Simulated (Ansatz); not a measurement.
## Pressure against volume: InSb

```cif
data_structure
_symmetry_space_group_name_H-M 'P 1'
_symmetry_Int_Tables_number 1
_cell_length_a 4.5808
_cell_length_b 4.5808
_cell_length_c 4.5808
_cell_angle_alpha 60.000
_cell_angle_beta 60.000
_cell_angle_gamma 60.000
_cell_volume 67.97
loop_
_atom_site_label
_atom_site_type_symbol
_atom_site_fract_x
_atom_site_fract_y
_atom_site_fract_z
_atom_site_occupancy
In1 In 0.00000 0.00000 0.00000 1
Sb1 Sb 0.75000 0.75000 0.75000 1
```

The runs use the primitive cell with vectors (0.000, 3.239, 3.239), (3.239, 0.000, 3.239), (3.239, 3.239, 0.000) Å, to which the k mesh refers.

The conventional cell has a = 6.478 Å, b = 6.478 Å, c = 6.478 Å, α = 90.00°, β = 90.00°, γ = 90.00°. In (atom 1) is surrounded by 4 Sb at 2.81 Å. Sb (atom 2) is surrounded by 4 In at 2.81 Å.

The cell is COD entry 9008853, as deposited and not checked against the literature; nothing was relaxed.

Spin–orbit coupling is left out, though it moves levels of the heavy atoms by tenths of an eV or more.

All numbers are computed: DFT, PBEsol, all-electron LAPW, scalar-relativistic (Ansatz 0.2.0); DFT, PBEsol, PAW with Ansatz's default frozen-core files, scalar-relativistic (Ansatz 0.2.0).

For LAPW: a Γ-centred 9×9×9 k mesh, Fermi–Dirac smearing of 0.05 eV, basis error target 0.25 meV/atom, no spin polarisation. PAW takes a cutoff of 420 eV at this cell (files made with PBE, cores remade for this functional). The Ansatz runs share mesh, smearing and spin set-up. Plane-wave (PAW) pressures include the program's estimate of the Pulay term.

The cell above is scaled evenly, with fractional coordinates and shape held.

```
V/V(cell)  V (Å³/atom)  P, LAPW (GPa)  P, PAW (GPa)
   0.9600       32.625           2.96          2.95
   0.9900       33.644           1.34          1.33
   1.0000       33.984           0.86          0.85
   1.0200       34.664          -0.03         -0.04
   1.0600       36.023          -1.52         -1.53
```

Task: What do Birch–Murnaghan fits to the pressures give?

Result: LAPW: V0 = 34.64 Å³/atom, B0 = 43 GPa, B0′ = 4.8; PAW: V0 = 34.63 Å³/atom, B0 = 43 GPa, B0′ = 4.8.

PAW's V0 lies -0.02 % from the all-electron value and its B0 0.1 %. Symmetry fixes shape and coordinates here, so this is the relaxed modulus.
